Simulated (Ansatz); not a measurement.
# Sb (beta tin type) under strong compression

```
Sb
1.0
    -3.03778    3.03778    1.59904
     3.03778   -3.03778    1.59904
     3.03778    3.03778   -1.59904
Sb
2
Direct
  0.62500 0.87500 0.75000
  0.37500 0.12500 0.25000
```

The cell comes from a relaxation on PAW files under the same functional, begun from a prototype that needn't be the stable phase.

Its volume is scaled, and at each volume shape and atoms are relaxed on PAW files; all methods then take that cell.

Level of theory: DFT with PBE, scalar-relativistic, in Ansatz 0.2.0; a Γ-centred 15×15×15 k mesh, Fermi–Dirac smearing of 0.08 eV, no spin polarisation. LAPW: all electrons, basis error target 1 meV/atom; PAW: frozen-core files, cutoff 420 eV; crystal datasets: all electrons, by PAW datasets that the program makes for each cell; norm-conserving: pseudopotentials, cutoff 1088 eV; PAW (core large): files with a larger core, cutoff 420 eV.

Energies are extrapolated to zero smearing and count from the unscaled cell; pressure is positive in compression; gaps take the mesh and a band path. No temperature or zero-point motion is included.

Spin–orbit coupling is left out, which matters for the heavy atoms.

| V/V0 | V (Å³/atom) | P LAPW (GPa) | ΔE LAPW (eV/atom) | P PAW − LAPW (GPa) | ΔE PAW − LAPW (meV/atom) | space group | shortest distance (Å) |
| --- | --- | --- | --- | --- | --- | --- | --- |
| 1.00 | 29.51 | 0.01 | 0.000 | -0.01 | 0.0 | I4_1/amd | 3.141 |
| 0.95 | 28.04 | 3.23 | 0.014 | -0.01 | -0.1 | I4_1/amd | 3.089 |
| 0.85 | 25.09 | ? | ? | ? | ? | ? | ? |
| 0.75 | 22.13 | 31.0 | 0.547 | -0.01 | -0.4 | I4_1/amd | 2.852 |
| 0.65 | 19.18 | 63.7 | 1.388 | 0.01 | -0.3 | I4_1/amd | 2.716 |
| 0.55 | 16.23 | 126.9 | 3.078 | 0.05 | 0.3 | I4_1/amd | 2.563 |
| 0.45 | 13.28 | 264.4 | 6.508 | 0.15 | 2.2 | I4_1/amd | 2.395 |
| 0.40 | 11.80 | 395.3 | 9.498 | 0.23 | 3.9 | I4_1/amd | 2.301 |

**Question.** Fit the Vinet equation to the LAPW pressures shown (residuals weighted by 1/(|P| + 0.03·Pmax)), and predict the pressure of the withheld row.

**Answer.** The fit gives V0 = 29.57 Å³/atom, B0 = 51.3 GPa and B0′ = 5.17. At 25.09 Å³/atom, x = (V/V0)^(1/3) = 0.9467, and P = 3·B0·(1 − x)/x²·exp[1.5·(B0′ − 1)·(1 − x)] = 12.78 GPa. The run itself gave 13.20 GPa (-3.2 % off) and ΔE = 0.156 eV/atom.

**Question.** At the smallest volume, how far do crystal datasets and norm-conserving and PAW (core large) lie from LAPW in pressure?

**Answer.** crystal datasets: 0.00 GPa; norm-conserving: +1.22 GPa; PAW (core large): +0.23 GPa, on a LAPW pressure of 395.3 GPa.
